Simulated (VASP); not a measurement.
Wanted: the native input for a VASP 6.6.1 run.

```
Task                   : relaxation of cell and atoms
Functional             : PBE
Potentials or basis    : VASP PAW PBE potentials, release 64 (Pb_d, Se)
Cutoff                 : 600 eV
k mesh                 : 8 × 8 × 8
Occupations            : gaussian, width 0.03 eV
Spin                   : no spin polarisation
Further INCAR settings : ALGO = Normal; EDIFF = 1e-06; IBRION = 2; EDIFFG = -0.01; NSW = 90; ISIF = 3
```

The structure of PbSe (Clausthalite) lies in POSCAR:

```
PbSe
1.0
    0.0000000000      3.0606500000      3.0606500000
    3.0606500000      0.0000000000      3.0606500000
    3.0606500000      3.0606500000      0.0000000000
Pb Se
1 1
Direct
    0.0000000000      0.0000000000      0.0000000000
    0.5000000000      0.5000000000      0.5000000000
```

One way to write it, as run:

INCAR

```
PREC     = Accurate       # precision mode
ENCUT    = 600            # plane-wave cutoff, eV
EDIFF    = 1E-6           # SCF threshold, eV
ISMEAR   = 0              # smearing method
SIGMA    = 0.03           # smearing width, eV
LREAL    = False          # projectors in reciprocal space
LASPH    = True           # aspherical terms in the spheres
NELM     = 80             # most SCF steps
ALGO     = Normal         # electronic algorithm
ISIF     = 3              # what is computed and relaxed
LWAVE    = False          # write WAVECAR
LCHARG   = False          # write CHGCAR
GGA      = PE             # functional
IBRION   = 2              # ionic algorithm
NSW      = 90             # ionic steps
EDIFFG   = -0.01          # ionic threshold
```

KPOINTS

```
regular mesh
0
Gamma
  8 8 8
```

Potentials or basis: VASP PAW PBE potentials, release 64 (Pb_d, Se).

Run with:

```sh
$ cat potpaw_PBE.64/Pb_d/POTCAR potpaw_PBE.64/Se/POTCAR > POTCAR
$ mpirun -np 1 vasp_std > vasp.out
```

Results of the run:

```
Relaxed volume                         : 30.05 Å³/atom
Relaxed cell                           : a = 4.397 Å, b = 4.397 Å, c = 4.397 Å, α = 60.00°, β = 60.00°, γ = 60.00°
Space group after relaxing (to 0.05 Å) : Fm-3m (No. 225)
Energy gained by relaxing              : 10.1 meV/atom
Ionic steps                            : 3
Pressure after relaxing                : 0.0 GPa
Band gap on the k mesh                 : 0.44 eV, direct
```

Caveat: spin-orbit coupling is left out, which as a rule narrows the gap of such compounds by several tenths of an eV.

It took 35 s on 1 thread of AMD EPYC 9R45 96-Core Processor (Zen 5) (shared host), peak memory 0.2 GiB.
